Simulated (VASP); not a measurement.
# BN (Fmm2) in VASP: further runs

The runs below take BN through single point, with PBE.

Program: VASP 6.6.1. These are calculated values, not measurements. Logs are shortened: lines on timing, memory, paths and dates and some standing lists are left out, and cuts for length are marked.

### Step 1. Starting point

Symmetry: Fmm2, No. 42, orthorhombic system. The conventional cell has a = 2.503 Å, b = 6.991 Å, c = 4.332 Å, α = 90.00°, β = 90.00°, γ = 90.00°. N (site symmetry mm2) has 3 B at 1.44 Å as nearest neighbours. Around B (site symmetry mm2) lie 3 N at 1.44 Å.

Measurements of this composition are mostly on another form, of space group No. 194.

### Step 2. Single point, PBE

INCAR

```
PREC = Low
ENCUT = 460
EDIFF = 1E-7
ISMEAR = 0
SIGMA = 0.05
LREAL = False
LASPH = True
NELM = 100
ALGO = Normal
ISIF = 2
LWAVE = False
LCHARG = False
GGA = PE
ADDGRID = False
```

KPOINTS

```
regular mesh
0
Gamma
  6 6 6
```

POSCAR

```
BN
1.0
    0.0000000000      3.4953158300      2.1660912400
    1.2516321000      0.0000000000      2.1660912400
    1.2516321000      3.4953158300      0.0000000000
N B
1 1
Direct
    0.6666513400      0.6666513400      0.3333486600
    0.0000486500      0.0000486500      0.9999513500
```

Potentials or basis: VASP PAW PBE potentials, release 64 (N_s, B_s).

Command:

```sh
$ cat potpaw_PBE.64/N_s/POTCAR potpaw_PBE.64/B_s/POTCAR > POTCAR
$ mpirun -np 1 vasp_std > vasp.out
```

OUTCAR:

```text
PREC = Low
   ENCUT = 460
   EDIFF = 1E-7
   ISMEAR = 0
   LREAL = False
   LASPH = True
   NELM = 100
   ISIF = 2
   GGA = PE

 Found     46 irreducible k-points:

 Following reciprocal coordinates:
            Coordinates               Weight
  0.000000  0.000000  0.000000      1.000000
  0.166667  0.000000 -0.000000      8.000000
  0.333333  0.000000  0.000000      8.000000
  0.500000  0.000000  0.000000      4.000000
  0.166667  0.166667  0.000000      2.000000
  0.333333  0.166667  0.000000      8.000000
   k-points           NKPTS =     46   k-points in BZ     NKDIM =     46   number of bands    NBANDS=      8
   number of dos      NEDOS =    301   number of ions     NIONS =      2
   total plane-waves  NPLWV =   6720
   dimension x,y,z NGX =    24 NGY =   14 NGZ =   20
   dimension x,y,z NGXF=    24 NGYF=   14 NGZF=   24
   ions per type =               1   1
   NGX,Y,Z   is equivalent  to a cutoff of   9.70,  9.30,  8.96 a.u.
   NGXF,Y,Z  is equivalent  to a cutoff of   9.70,  9.30, 10.75 a.u.
 SYSTEM =  unknown system
   PREC   = low       normal or accurate (medium, high low for compatibility)
   ISTART =      0    job   : 0-new  1-cont  2-samecut
   ICHARG =      2    charge: 1-file 2-atom 10-const
   ISPIN  =      1    spin polarized calculation?
   LNONCOLLINEAR =      F non collinear calculations
   LSORBIT =      F    spin-orbit coupling
   LASPH  =      T    aspherical Exc in radial PAW
   ENCUT  =  460.0 eV  33.81 Ry    5.81 a.u.   7.19  4.37  6.49*2*pi/ulx,y,z
   NELM   =    100;   NELMIN=  2; NELMDL= -5     # of ELM steps
   EDIFF  = 0.1E-06   stopping-criterion for ELM
   LREAL  =      F    real-space projection
   EDIFFG = 0.1E-05   stopping-criterion for IOM
   NSW    =      0    number of steps for IOM
   IBRION =     -1    ionic relax: 0-MD 1-quasi-New 2-CG
   NFREE  =      0    steps in history (QN), initial steepest desc. (CG)
   ISIF   =      2    stress and relaxation
   ISYM   =      2    0-nonsym 1-usesym 2-fastsym
   POTIM  = 0.5000    time-step for ionic-motion
   TEBEG  =    0.0;   TEEND  =   0.0 temperature during run
   PSTRESS=    0.0 pullay stress
   NELECT =       8.0000    total number of electrons
   NUPDOWN=      -1.0000    fix difference up-down
   EMIN   =  10.00;   EMAX   =-10.00  energy-range for DOS
   EFERMI =   0.00;   METHOD = LEGACY
   ISMEAR =     0;   SIGMA  =   0.05  broadening in eV -4-tet -1-fermi 0-gaus
   EFERMI_NEDOS =   21; number of points for ismear=-14 and -15
   IALGO  =     38    algorithm
   IMIX   =      4    mixing-type and parameters
     AMIX     =   0.40;   BMIX     =  1.00
     AMIX_MAG =   1.60;   BMIX_MAG =  1.00
  volume/ion in A,a.u.               =       9.48        63.95
  Fermi-wavevector in a.u.,A,eV,Ry     =   1.228047  2.320672 20.518928  1.508099
  Thomas-Fermi vector in A             =   2.362987
   LORBIT       =      0    0 simple, 1 ext, 2 COOP (PROOUT), +10 PAW based schemes
   GGA     = PE    functional components
   LHFCALC =     F    Hartree Fock is set to
   AEXX    =    0.0000 exact exchange contribution
   IVDW    =     0    specifies the selected vdW correction
   LEPSILON=     F    determine dielectric tensor
   LRPA    =     F    only Hartree local field effects (RPA)
 non-spin polarized calculation
 Gauss-broadening in eV      SIGMA  =   0.05
  energy-cutoff  :      460.00
  volume of cell :       18.95
 maximum number of plane-waves:       448
   NGX = 15   NGY =  9   NGZ = 13

 number of electron       8.0000023 magnetization

 Free energy of the ion-electron system (eV)
  ---------------------------------------------------
  ext. energy  EPLUGINS =         0.00000000
  ---------------------------------------------------
  free energy    TOTEN  =       -17.55661090 eV

  energy without entropy =      -17.55661090  energy(sigma->0) =      -17.55661090

 E-fermi :   3.4535     XC(G=0):  -9.6968

 val. band max:        3.1527409409   @ k =   0.5000  -0.3333   0.1667
 cond. band min:       7.0006743809   @ k =   0.0000   0.5000   0.5000
 fundamental gap:      3.8479334400
 Fermi energy:         3.4534534790

 k-point     1 :       0.0000    0.0000    0.0000
  band No.  band energies     occupation
      1     -14.7333      2.00000
      2      -1.3363      2.00000
      3       1.7163      2.00000
      4       1.7233      2.00000
      5       8.0105      0.00000
      6      14.6667      0.00000
      7      14.7261      0.00000
      8      16.1222      0.00000

 k-point     2 :       0.1667    0.0000   -0.0000
  band No.  band energies     occupation
      1     -14.1870      2.00000
      2      -0.8013      2.00000
      3      -0.2509      2.00000
      4       0.8250      2.00000
      5       9.1571      0.00000
      6      14.3202      0.00000
      7      14.5033      0.00000
      8      16.8866      0.00000

 k-point     3 :       0.3333    0.0000    0.0000
  band No.  band energies     occupation
      1     -12.7229      2.00000
      2      -3.8347      2.00000
      3      -0.5383      2.00000
      4       0.7597      2.00000
      5      10.0261      0.00000
      6      12.2236      0.00000
      7      14.5043      0.00000
      8      20.9538      0.00000

 k-point     4 :       0.5000    0.0000    0.0000
  band No.  band energies     occupation
      1     -11.5409      2.00000
      2      -5.8672      2.00000
      3      -1.0946      2.00000
      4       2.1387      2.00000
      5       7.7882      0.00000
      6      12.9849      0.00000
      7      16.4802      0.00000
      8      18.7652      0.00000

 k-point     5 :       0.1667    0.1667    0.0000
  band No.  band energies     occupation
      1     -14.1982      2.00000
      2      -0.6633      2.00000
      3      -0.2917      2.00000
      4       0.8308      2.00000
      5       8.9147      0.00000
      6      14.4738      0.00000
      7      14.5403      0.00000
      8      16.9353      0.00000

 k-point     6 :       0.3333    0.1667    0.0000
  band No.  band energies     occupation
      1     -13.1865      2.00000
      2      -2.4983      2.00000
      3      -0.8818      2.00000
      4       0.4786      2.00000
      5      10.6361      0.00000
      6      12.1000      0.00000
      7      15.5293      0.00000
      8      17.8580      0.00000

 [... further k-points ...]
[... 5 lines left out ...]
  --------------------------------------------------------------------------------------
  -------------------------------------------------------------------------------------
  Total        0.6274740      0.1631371      0.6335868      0.0000000      0.0000000      0.0000000
  in kB       53.0440249     13.7909275     53.5607765      0.0000000      0.0000000      0.0000000
  external PRESSURE =      40.1319096 kB  Pullay stress =       0.0000000 kB

 VOLUME and BASIS-vectors are now :
 -----------------------------------------------------------------------------
  energy-cutoff  :      460.00
  volume of cell :       18.95
      direct lattice vectors                 reciprocal lattice vectors
     0.000000000  3.495315830  2.166091240    -0.399478409  0.143048590  0.230830535
     1.251632100  0.000000000  2.166091240     0.399478409 -0.143048590  0.230830535
     1.251632100  3.495315830  0.000000000     0.399478409  0.143048590 -0.230830535

 POSITION                                       TOTAL-FORCE (eV/Angst)
 -----------------------------------------------------------------------------------
      1.25163      3.49532      2.88806         0.000000      0.000000     -0.010451
      1.25163      3.49532      0.00021         0.000000      0.000000      0.010451
 -----------------------------------------------------------------------------------
    total drift:                               -0.000115     -0.000290     -0.000705

  FREE ENERGIE OF THE ION-ELECTRON SYSTEM (eV)
  ---------------------------------------------------
  free  energy   TOTEN  =       -17.5566108974 eV

  energy  without entropy=      -17.5566108974  energy(sigma->0) =      -17.55661090
```

Run time: 2.2 s. Hardware: 1 thread of Intel Xeon 6975P-C (Granite Rapids), shared host; peak memory 0.11 GiB.

The run converged, but some of its settings lie outside the range that counts as converged, so its numbers aren't taken as properties of the crystal.

What came out:

```
Free energy            : -17.5566 eV
Pressure               : 4.0 GPa
Largest force          : 0.010 eV/Å
Band gap on the k mesh : 3.85 eV, indirect (least direct gap 4.56 eV)
```

Caveat: the k mesh is coarse (spacing up to 0.51 Å⁻¹), so the values aren't converged.

### Step 3. Single point, PBE

INCAR is that of step 2.

KPOINTS is that of step 2.

POSCAR

```
BN
1.0
    0.0000000000      3.4953158300      2.1660912400
    1.2516321000      0.0000000000      2.1660912400
    1.2516321000      3.4953158300      0.0000000000
N B
1 1
Direct
    0.6643870000      0.6373240000      0.3259630000
   -0.0156690000     -0.0240960000      1.0349220000
```

Potentials or basis: VASP PAW PBE potentials, release 64 (N_s, B_s).

Command:

```sh
$ cat potpaw_PBE.64/N_s/POTCAR potpaw_PBE.64/B_s/POTCAR > POTCAR
$ mpirun -np 1 vasp_std > vasp.out
```

Wall time 4 s (1 thread of Intel Xeon 6975P-C (Granite Rapids), shared host); peak memory 0.11 GiB.

The run converged, but some of its settings lie outside the range that counts as converged, so its numbers aren't taken as properties of the crystal.

Results:

```yaml
Free_energy: -17.4126 eV
Pressure: 4.7 GPa
Largest_force: 2.753 eV/Å
Band_gap_on_the_k_mesh: 3.71 eV, indirect (least direct gap 4.54 eV)
```

Caveat: the k mesh is coarse (spacing up to 0.51 Å⁻¹), so the values aren't converged.
